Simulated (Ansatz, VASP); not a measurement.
# Cr in VASP and in Ansatz

INCAR

```
PREC = Accurate ; ENCUT = 520
EDIFF = 1E-6 ; ISMEAR = 0
SIGMA = 0.15 ; LREAL = F
LASPH = T ; NELM = 80
ALGO = Fast ; ISIF = 2
LWAVE = F ; LCHARG = T
GGA = PS ; LELF = T
LVHAR = T ; NBANDS = 12
```

File KPOINTS:

```
regular mesh
0
Gamma
  24 24 24
```

POSCAR

```
Cr
1.0
   -1.5140475000      1.5140475000      1.3698525000
    1.5140475000     -1.5140475000      1.3698525000
    1.5140475000      1.5140475000     -1.3698525000
Cr
1
Direct
    0.0000000000      0.0000000000      0.0000000000
```

Input for Ansatz:

```yaml
crystal:
  lattice:
    - [-1.5140475, 1.5140475, 1.3698525]
    - [1.5140475, -1.5140475, 1.3698525]
    - [1.5140475, 1.5140475, -1.3698525]
  atoms:
    - { symbol: Cr, position: [0.0, 0.0, 0.0] }
basis:
  ecutwfc: 420
kpoints:
  mp_grid: { grid: [24, 24, 24] }
hamiltonian:
  xc: pbesol
scf:
  occupations: { method: gaussian, width: 0.15 }
output:
  forces: true
  stress: true
  eigenvalues: true
```

Change from the starting cell: strain +0.050 along x and y, -0.050 along z, atoms carried along.

Alike in both runs: task single point; functional PBEsol; k mesh 24 × 24 × 24; occupations gaussian, width 0.15 eV; no spin polarisation.

|  | VASP | Ansatz |
| --- | --- | --- |
| version | VASP 6.6.1 | Ansatz 0.2.0 |
| potentials or method | VASP PAW PBE potentials, release 64 (Cr_pv) | scalar-relativistic, plane waves, PAW |
| plane-wave cutoff (eV) | 520 | 420 |
| valence electrons in the cell | 12 | 14 |

```csv
,VASP,Ansatz,Ansatz less VASP
gap on the k mesh at the Fermi level (eV),none,none,-
pressure (GPa),-25.0,-24.6,+0.35
largest component of the traceless stress (GPa),18.14,18.34,+0.196
```

A gap of «none» marks a metal or a gap that the smearing closes. The two sets of potentials don't hold the same shells in valence.

Caveats: so large a pressure means that the cell lies far from this level's equilibrium, or that cutoff or potentials fall short (VASP); the potentials were made for another functional, which shifts forces and pressure (VASP); the run has no spin polarisation, though such a crystal can be magnetic. Spin polarisation is off, so any magnetic state and its effect on volume and gap are missing.
